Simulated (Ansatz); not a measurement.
# Mn: relaxation of cell and atoms

Theory: DFT, PBE, PAW with Ansatz's default frozen-core files, scalar-relativistic (Ansatz 0.2.0).

Command: `ansatz run input.yaml --threads 1 --pin off --max-ram 3072MiB --backend cpu --events-out ev --progress --plain --runs-dir out` The run took about 30 s on 1 thread of a shared machine.

```yaml
crystal:
  lattice:
    - [-1.40625, 1.40625, 1.40625]
    - [1.40625, -1.40625, 1.40625]
    - [1.40625, 1.40625, -1.40625]
  atoms:
    - { symbol: Mn, position: [0.0, 0.0, 0.0], spin: 4.0 }
magnetization:
  spin_polarized: true
kpoints:
  mp_grid: { grid: [20, 20, 20] }
scf:
  occupations: { method: fermi_dirac, width: 0.03 }
hamiltonian:
  xc: pbe
  pseudopotentials: { kind: paw }
output:
  forces: true
  stress: true
relax:
  f_tol: 0.005
  max_steps: 80
  cell: {}
```

The run is spin-polarised from parallel moments and ends with 0.86 μB in the cell; other orders may lie lower.

The cell is built from the bcc type as a first guess.

The cutoff is 420 eV; energies and pressures of the walk include the program's estimate of the Pulay term.

Each frame lists the cell vectors (Å), then Cartesian positions (Å); symmetry keeps all forces zero. Free energies count from the first step, -3898.6916 eV.

The walk took 4 evaluations in all; steps that aren't listed are left out.

Step 1: E = 0.0 meV, P = -4.05 GPa

```
cell -1.4062 1.4062 1.4062 1.4062 -1.4062 1.4062 1.4062 1.4062 -1.4062
Mn    0.0000    0.0000    0.0000
```

Task: How does the relaxation end?

Result: It converges, with a = 2.796 Å, b = 2.796 Å, c = 2.796 Å, α = 90.00°, β = 90.00°, γ = 90.00° (conventional cell, space group Im-3m). The last solve (on a basis chosen afresh for the final cell, so its energy is not quite comparable) gives E = -2.4 meV, P = 0.04 GPa:
```
cell -1.3982 1.3982 1.3982 1.3982 -1.3982 1.3982 1.3982 1.3982 -1.3982
Mn    0.0000    0.0000    0.0000
```
